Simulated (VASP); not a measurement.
# Os (R-3m) in VASP: a series of runs

One crystal, Os, is run at these levels: PBEsol; tasks: single point, relaxation of cell and atoms.

Program: VASP 6.6.1. These are calculated values, not measurements. Logs are shortened: lines on timing, memory, paths and dates and some standing lists are left out, and cuts for length are marked.

## Step 1: Starting point

It takes space group R-3m (No. 166, trigonal). The conventional cell has a = 2.712 Å, b = 2.712 Å, c = 6.575 Å, α = 90.00°, β = 90.00°, γ = 120.00°. Os (site symmetry -3m) has 12 Os at 2.69 to 2.71 Å as nearest neighbours.

The cell was built by a generator and needn't be a form met in nature.

## Step 2: Single point, PBEsol

INCAR reads:

```
PREC = Accurate
ENCUT = 520
EDIFF = 1E-7
ISMEAR = 0
SIGMA = 0.1
LREAL = F
LASPH = T
NELM = 100
ALGO = Normal
ISIF = 2
LWAVE = F
LCHARG = F
GGA = PS
NBANDS = 19
```

KPOINTS reads:

```
regular mesh
0
Gamma
  6 6 4
```

POSCAR reads:

```
Os
1.0
    2.7120945656      0.0000000000      0.0000000000
   -1.3560472828      2.3487427912      0.0000000000
    0.0000000000      0.0000000000      6.5747752639
Os
3
Direct
    0.3333805734      0.0000000000      0.3333333333
    0.0000000000      0.3333805734      0.6666666667
    0.6666194266      0.6666194266      0.0000000000
```

Potentials or basis: VASP PAW PBE potentials, release 64 (Os).

On the command line:

```sh
$ cat potpaw_PBE.64/Os/POTCAR > POTCAR
$ mpirun -np 1 vasp_std > vasp.out
```

OUTCAR:

```text
PREC = Accurate
   ENCUT = 520
   EDIFF = 1E-7
   ISMEAR = 0
   LREAL = F
   LASPH = T
   NELM = 100
   ISIF = 2
   GGA = PS

 ion  position               nearest neighbor table
   1  0.333  0.000  0.333-   3 2.69   3 2.69   2 2.69   2 2.69   3 2.69   2 2.69
   2  0.000  0.333  0.667-   3 2.69   3 2.69   1 2.69   1 2.69   3 2.69   1 2.69
   3  0.667  0.667  0.000-   1 2.69   1 2.69   2 2.69   2 2.69   2 2.69   1 2.69

  LATTYP: Found a hexagonal cell.
 ALAT       =     2.7120945656
 C/A-ratio  =     2.4242426305

  Lattice vectors:

 A1 = (   2.7120945656,   0.0000000000,   0.0000000000)
 A2 = (  -1.3560472828,   2.3487427912,   0.0000000000)
 A3 = (   0.0000000000,   0.0000000000,   6.5747752639)

Analysis of symmetry for initial positions (statically):
=====================================================================
 Subroutine PRICEL returns:
 Original cell was already a primitive cell.

 Routine SETGRP: Setting up the symmetry group for a
 hexagonal supercell.

 Subroutine GETGRP returns: Found  6 space group operations
 (whereof  2 operations were pure point group operations)
 out of a pool of 24 trial point group operations.

The static configuration has the point symmetry C_2 .
 The point group associated with its full space group is D_3 .

Analysis of symmetry for dynamics (positions and initial velocities):
=====================================================================
 Subroutine PRICEL returns:
 Original cell was already a primitive cell.

 Routine SETGRP: Setting up the symmetry group for a
 hexagonal supercell.

 Subroutine GETGRP returns: Found  6 space group operations
 (whereof  2 operations were pure point group operations)
 out of a pool of 24 trial point group operations.

The dynamic configuration has the point symmetry C_2 .
 The point group associated with its full space group is D_3 .

 Subroutine INISYM returns: Found  6 space group operations
 (whereof  2 operations are pure point group operations),
 and found     1 'primitive' translations

----------------------------------------------------------------------------------------

                                     Primitive cell

  volume of cell :      41.8814

  direct lattice vectors                    reciprocal lattice vectors
[... 85 lines left out ...]
   LASPH  =      T    aspherical Exc in radial PAW
   ENCUT  =  520.0 eV  38.22 Ry    6.18 a.u.   5.04  5.04 12.22*2*pi/ulx,y,z
   NELM   =    100;   NELMIN=  2; NELMDL= -5     # of ELM steps
   EDIFF  = 0.1E-06   stopping-criterion for ELM
   LREAL  =      F    real-space projection
   EDIFFG = 0.1E-05   stopping-criterion for IOM
   NSW    =      0    number of steps for IOM
   IBRION =     -1    ionic relax: 0-MD 1-quasi-New 2-CG
   NFREE  =      0    steps in history (QN), initial steepest desc. (CG)
   ISIF   =      2    stress and relaxation
   ISYM   =      2    0-nonsym 1-usesym 2-fastsym
   POTIM  = 0.5000    time-step for ionic-motion
   TEBEG  =    0.0;   TEEND  =   0.0 temperature during run
   PSTRESS=    0.0 pullay stress
   NELECT =      24.0000    total number of electrons
   NUPDOWN=      -1.0000    fix difference up-down
   EMIN   =  10.00;   EMAX   =-10.00  energy-range for DOS
   EFERMI =   0.00;   METHOD = LEGACY
   ISMEAR =     0;   SIGMA  =   0.10  broadening in eV -4-tet -1-fermi 0-gaus
   EFERMI_NEDOS =   21; number of points for ismear=-14 and -15
   IALGO  =     38    algorithm
   IMIX   =      4    mixing-type and parameters
     AMIX     =   0.40;   BMIX     =  1.00
     AMIX_MAG =   1.60;   BMIX_MAG =  1.00
  volume/ion in A,a.u.               =      13.96        94.21
  Fermi-wavevector in a.u.,A,eV,Ry     =   1.359789  2.569629 25.157526  1.849026
  Thomas-Fermi vector in A             =   2.486507
   LORBIT       =      0    0 simple, 1 ext, 2 COOP (PROOUT), +10 PAW based schemes
   GGA     = PS    functional components
   LHFCALC =     F    Hartree Fock is set to
   AEXX    =    0.0000 exact exchange contribution
   IVDW    =     0    specifies the selected vdW correction
   LEPSILON=     F    determine dielectric tensor
   LRPA    =     F    only Hartree local field effects (RPA)
 non-spin polarized calculation
 Gauss-broadening in eV      SIGMA  =   0.10
  energy-cutoff  :      520.00
  volume of cell :       41.88
 maximum number of plane-waves:      1146
   NGX = 11   NGY = 11   NGZ = 25

 number of electron      24.0000000 magnetization

 Free energy of the ion-electron system (eV)
  ---------------------------------------------------
  ext. energy  EPLUGINS =         0.00000000
  ---------------------------------------------------
  free energy    TOTEN  =       -36.24509141 eV

  energy without entropy =      -36.23663969  energy(sigma->0) =      -36.24086555

 E-fermi :   9.4118     XC(G=0): -14.1639

 val. band max:        9.4063973064   @ k =   0.0000   0.0000   0.2500
 cond. band min:       9.4629878676   @ k =   0.3333   0.1667   0.5000
 fundamental gap:      0.0565905612
 Fermi energy:         9.4118226567

 k-point     1 :       0.0000    0.0000    0.0000
  band No.  band energies     occupation
      1      -1.6778      2.00000
      2       1.3463      2.00000
      3       1.3463      2.00000
      4       6.1180      2.00000
      5       6.1180      2.00000
      6       6.3209      2.00000
[... 505 lines left out ...]
      6       3.9404      2.00000
[... 11 lines left out ...]
     18      17.2799      0.00000
     19      17.3119      0.00000

------------------------ aborting loop because EDIFF is reached ----------------------------------------

  FORCE on cell =-STRESS in cart. coord.  units (eV):
  Direction    XX          YY          ZZ          XY          YZ          ZX
  --------------------------------------------------------------------------------------
  -------------------------------------------------------------------------------------
  Total        0.0952942      0.0952942      0.1743256     -0.0000000      0.0000000      0.0000000
  in kB        3.6454893      3.6454893      6.6688427     -0.0000000      0.0000000      0.0000000
  external PRESSURE =       4.6532738 kB  Pullay stress =       0.0000000 kB

 VOLUME and BASIS-vectors are now :
 -----------------------------------------------------------------------------
  energy-cutoff  :      520.00
  volume of cell :       41.88
      direct lattice vectors                 reciprocal lattice vectors
     2.712094566  0.000000000  0.000000000     0.368718706  0.212879844  0.000000000
    -1.356047283  2.348742791  0.000000000     0.000000000  0.425759689  0.000000000
     0.000000000  0.000000000  6.574775264     0.000000000  0.000000000  0.152096453

 POSITION                                       TOTAL-FORCE (eV/Angst)
 -----------------------------------------------------------------------------------
      0.90416      0.00000      2.19159        -0.001384      0.000000      0.000000
     -0.45208      0.78303      4.38318         0.000692     -0.001199     -0.000000
      0.90397      1.56572      0.00000         0.000692      0.001199     -0.000000
 -----------------------------------------------------------------------------------
    total drift:                               -0.000000     -0.000000     -0.000000

  FREE ENERGIE OF THE ION-ELECTRON SYSTEM (eV)
  ---------------------------------------------------
  free  energy   TOTEN  =       -36.2450914078 eV

  energy  without entropy=      -36.2366396932  energy(sigma->0) =      -36.24086555
```

stdout:

```text
POSCAR found type information on POSCAR Os
 POSCAR found :  1 types and       3 ions
 scaLAPACK will be used
 -----------------------------------------------------------------------------
|                                                                             |
|                                                                             |
|     You enforced a specific xc type in the INCAR file but a different       |
|     I HOPE YOU KNOW WHAT YOU ARE DOING!                                     |
|                                                                             |
 -----------------------------------------------------------------------------

 LDA part: xc-table for (Slater+PW92), standard interpolation
 POSCAR, INCAR and KPOINTS ok, starting setup
 FFT: planning ... GRIDC
 FFT: planning ... GRID_SOFT
 FFT: planning ... GRID
 WAVECAR not read
 entering main loop
```

It took 12 s on 1 thread of Intel Xeon Platinum 8488C (Sapphire Rapids), shared host; peak memory 0.15 GiB.

What came out:

* Free energy: -36.2451 eV
* Pressure: 0.5 GPa
* Band gap on the k mesh: none (metal or under the smearing width)

Levels at points of the mesh, in eV from the Fermi level:
| k point | band 10 | band 11 | band 12 | band 13 | band 14 | band 15 |
| --- | --- | --- | --- | --- | --- | --- |
| (0.00, 0.00, 0.00) | -3.04 | -2.95 | -2.95 | -0.13 | -0.13 | 0.94 |
| (0.50, 0.00, 0.00) | -2.37 | 2.14 | 2.26 | 2.29 | 2.29 | 2.98 |
| (0.00, 0.00, 0.50) | -2.82 | -2.82 | -0.38 | -0.38 | -0.38 | -0.38 |
| (0.50, 0.00, 0.50) | -0.48 | 0.40 | 0.40 | 2.19 | 2.36 | 2.53 |

Caveat: the k mesh is coarse (spacing up to 0.45 Å⁻¹), so the values aren't converged; the PAW data sets were made with another functional, which shifts forces and pressure a little.

## Step 3: Relaxation of cell and atoms, PBEsol

This run uses another cell than the first one, of 14.41 Å³/atom, 1.032 times its volume.

INCAR reads:

```
SYSTEM = Os
PREC = Accurate
ENCUT = 600
EDIFF = 1E-7
ISMEAR = 0
SIGMA = 0.1
LREAL = .FALSE.
LASPH = .TRUE.
NELM = 100
ALGO = Normal
ISIF = 3
LWAVE = .FALSE.
LCHARG = .FALSE.
GGA = PS
IBRION = 2
NSW = 90
EDIFFG = -0.04
```

KPOINTS reads:

```
regular mesh
0
G
  6 6 4
  0 0 0
```

POSCAR reads:

```
Os
1.0
    3.5303613409      0.0000000000      0.0000000000
   -1.7651806705      3.0573826058      0.0000000000
    0.0000000000      0.0000000000      4.0053131196
Os
3
Direct
    0.2254000000      0.0000000000      0.3333333333
    0.0000000000      0.2254000000      0.6666666667
    0.7746000000      0.7746000000      0.0000000000
```

Potentials or basis: VASP PAW PBE potentials, release 64 (Os).

On the command line:

```sh
$ cat potpaw_PBE.64/Os/POTCAR > POTCAR
$ mpirun -np 1 vasp_std > vasp.out
```

OUTCAR:

```text
SYSTEM = Os
   PREC = Accurate
   ENCUT = 600
   EDIFF = 1E-7
   ISMEAR = 0
   LREAL = .FALSE.
   LASPH = .TRUE.
   NELM = 100
   ISIF = 3
   GGA = PS
   IBRION = 2
   NSW = 90
   EDIFFG = -0.04

 ion  position               nearest neighbor table
   1  0.225  0.000  0.333-   3 1.92   2 1.92   3 2.78   3 2.78   2 2.78   2 2.78   2 3.00   3 3.00

   2  0.000  0.225  0.667-   3 1.92   1 1.92   3 2.78   3 2.78   1 2.78   1 2.78   1 3.00   3 3.00

   3  0.775  0.775  0.000-   1 1.92   2 1.92   2 2.78   1 2.78   1 2.78   2 2.78   1 3.00   2 3.00

  LATTYP: Found a hexagonal cell.
 ALAT       =     3.5303613409
 C/A-ratio  =     1.1345334749

  Lattice vectors:

 A1 = (   3.5303613409,   0.0000000000,   0.0000000000)
 A2 = (  -1.7651806705,   3.0573826058,   0.0000000000)
 A3 = (   0.0000000000,   0.0000000000,   4.0053131196)

[... 189 lines left out ...]
  external PRESSURE =    1624.9675606 kB  Pullay stress =       0.0000000 kB
[... 1472 lines left out ...]
      3       4.2310      2.00000
      4       4.2763      2.00000
      5       4.2763      2.00000
      6       4.3286      2.00000
[... 8 lines left out ...]
     15      12.2041      0.00000
     16      17.6555      0.00000

[... ionic steps 4 to 36 ...]

--------------------------------------- Ionic step       37  -------------------------------------------

 number of electron      24.0000000 magnetization

------------------------ aborting loop because EDIFF is reached ----------------------------------------
[... 69 lines left out ...]
--------------------------------------- Ionic step       39  -------------------------------------------

 number of electron      24.0000000 magnetization

 Free energy of the ion-electron system (eV)
  ---------------------------------------------------
  ext. energy  EPLUGINS =         0.00000000
  ---------------------------------------------------
  free energy    TOTEN  =       -36.21411516 eV

  energy without entropy =      -36.20573344  energy(sigma->0) =      -36.20992430

 E-fermi :   9.4096     XC(G=0): -14.1641

 val. band max:        9.4001689348   @ k =   0.0000   0.0000   0.2500
 cond. band min:       9.4627172801   @ k =   0.3333   0.1667   0.5000
 fundamental gap:      0.0625483454
 Fermi energy:         9.4096486468
[... 484 lines left out ...]
  FREE ENERGIE OF THE ION-ELECTRON SYSTEM (eV)
  ---------------------------------------------------
  free  energy   TOTEN  =       -36.2141151633 eV

  energy  without entropy=      -36.2057334386  energy(sigma->0) =      -36.20992430

 reached required accuracy - stopping structural energy minimisation
```

OSZICAR:

```text
N       E                     dE             d eps       ncg     rms          rms(c)
DAV:   1     0.210925059258E+03    0.21093E+03   -0.12298E+04   768   0.160E+03
DAV:   2    -0.434309904688E+01   -0.21527E+03   -0.20951E+03   768   0.505E+02
DAV:   3    -0.224345796403E+02   -0.18091E+02   -0.17651E+02  1096   0.109E+02
DAV:   4    -0.227675645697E+02   -0.33298E+00   -0.33273E+00   792   0.209E+01
[... 408 lines left out ...]
DAV:   1    -0.362142514804E+02   -0.23296E-03   -0.76195E-03   768   0.642E-01    0.141E-01
DAV:   2    -0.362141451302E+02    0.10635E-03   -0.13769E-04   960   0.104E-01    0.740E-02
DAV:   3    -0.362141157459E+02    0.29384E-04   -0.15330E-04  1024   0.100E-01    0.213E-02
DAV:   4    -0.362141152358E+02    0.51008E-06   -0.58011E-06   976   0.209E-02    0.366E-03
DAV:   5    -0.362141151633E+02    0.72545E-07   -0.37600E-07   856   0.405E-03
  39 F= -.36214115E+02 E0= -.36209924E+02  d E =-.371979E-02
```

Wall time 5.1 min (1 thread of Intel Xeon Platinum 8488C (Sapphire Rapids), shared host); peak memory 0.18 GiB.

What came out:

| Property | Result |
| --- | --- |
| Free energy | -36.2141 eV |
| Relaxed volume | 13.96 Å³/atom |
| Relaxed cell | a = 2.713 Å, b = 2.713 Å, c = 6.572 Å, α = 90.00°, β = 90.00°, γ = 120.00° |
| Space group after relaxing (to 0.05 Å) | Fm-3m (No. 225) |
| Energy gained by relaxing | 4849.7 meV/atom |
| Ionic steps | 39 |
| Pressure after relaxing | 0.0 GPa |
| Largest force after relaxing | 0.012 eV/Å |

Forces in eV/Å, atoms in the order of the input:
```
Os  -0.012  0.000  0.000
Os   0.006 -0.011  0.000
Os   0.006  0.011  0.000
```

The path:
```tsv
step	energy change (eV)	largest force (eV/Å)	pressure (GPa)	volume (Å³)
1	0.0000	25.4807	162.50	43.23
2	15.1309	0.6755	-14.22	210.01
3	10.0086	0.4100	-17.29	163.59
4	6.0957	0.0748	-23.53	134.45
5	-4.3237	1.7564	-42.47	80.65
6	-8.7096	1.1205	-36.79	60.07
7	-10.0224	0.1631	-13.44	51.21
8	-10.1034	0.0834	7.31	47.65
9	-10.1244	0.1332	-1.31	48.93
10	-10.1256	0.1394	0.12	48.70
11	-10.1255	0.1400	0.84	48.59
12	-10.1418	0.1565	-1.03	48.92
13	-10.1591	0.1579	-6.23	49.88
14	-10.1600	0.1471	-5.18	49.68
15	-10.1632	0.1440	-5.00	49.66
16	-10.1720	0.1408	-4.44	49.57
17	-10.1887	0.1383	-3.28	49.38
18	-10.2172	0.0376	-0.54	48.98
19	-10.2781	0.0377	5.77	48.02
20	-10.3928	1.1568	19.83	45.59
21	-12.0768	3.9804	63.70	39.03
22	77.2412	0.2433	1502.58	22.31
23	-13.4336	2.1410	50.20	38.73
24	-0.0286	1.7680	351.79	30.80
25	-13.5417	1.9186	55.93	38.21
26	-13.4609	2.0276	61.64	37.88
27	-14.1782	1.5018	21.46	40.36
28	-14.3210	1.0832	-9.29	43.08
29	-14.3358	1.1666	-3.30	42.46
30	-14.3359	1.1802	-2.34	42.37
31	-14.3622	1.1193	-1.86	42.29
32	-14.4221	0.9291	-0.14	42.03
33	-14.4518	0.5212	4.49	41.52
34	-14.4560	0.6300	3.13	41.66
35	-14.4863	0.5113	1.79	41.76
36	-14.5399	0.1642	-1.74	42.06
37	-14.5455	0.0155	-3.12	42.19
38	-14.5491	0.0171	0.66	41.83
39	-14.5492	0.0122	0.02	41.88
```

Final structure:
```
Os
1.0
     2.71277    0.00000    0.00000
    -1.35639    2.34933    0.00000
     0.00000    0.00000    6.57179
Os
3
Direct
  0.33376 0.00000 0.33333
  0.00000 0.33376 0.66667
  0.66624 0.66624 0.00000
```

Caveat: the k mesh is coarse (spacing up to 0.39 Å⁻¹), so the values aren't converged; the bands computed are all filled at some k points, so no gap is given; the PAW data sets were made with another functional, which shifts forces and pressure a little.

(Part 1 of 2 ends here.)
